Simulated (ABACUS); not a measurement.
A run of ABACUS 3.10.1 is set up as follows.

Contents of INPUT:

```
INPUT_PARAMETERS
suffix              HgTe
calculation         scf
basis_type          pw
pseudo_dir          ./
symmetry            1
dft_functional      pbesol
ecutwfc             83
pseudo_rcut         7
nspin               1
nbands              22
ks_solver           dav
smearing_method     fd
smearing_sigma      0.00367493
scf_thr             1e-08
scf_nmax            100
mixing_type         broyden
mixing_beta         0.7
cal_force           1
cal_stress          1
out_chg             1
out_pot             2
out_elf             1
```

File STRU:

```
ATOMIC_SPECIES
Hg 200.5920 Hg.upf
Te 127.6000 Te.upf

LATTICE_CONSTANT
1.8897261246

LATTICE_VECTORS
0.0000000000 3.2145000000 3.2145000000
3.2145000000 0.0000000000 3.2145000000
3.2145000000 3.2145000000 0.0000000000

ATOMIC_POSITIONS
Direct

Hg
0.0
1
-0.0026330000 0.0031470000 -0.0044180000 1 1 1

Te
0.0
1
0.7487260000 0.7522630000 0.7492080000 1 1 1
```

Contents of KPT:

```
K_POINTS
0
Gamma
7 7 7 0 0 0
```

Potentials or basis: PseudoDojo NC SR 0.4.1 PBEsol standard, plane waves.

The run is started by

```sh
$ OMP_NUM_THREADS=1 mpirun -np 4 abacus > log
```

(1) What does it give for the band gap on the k mesh?

(2) Predict the largest force.

(3) Predict the pressure.

## Answers

(1) none (metal or under the smearing width).

(2) 0.076 eV/Å.

(3) 1.8 GPa.
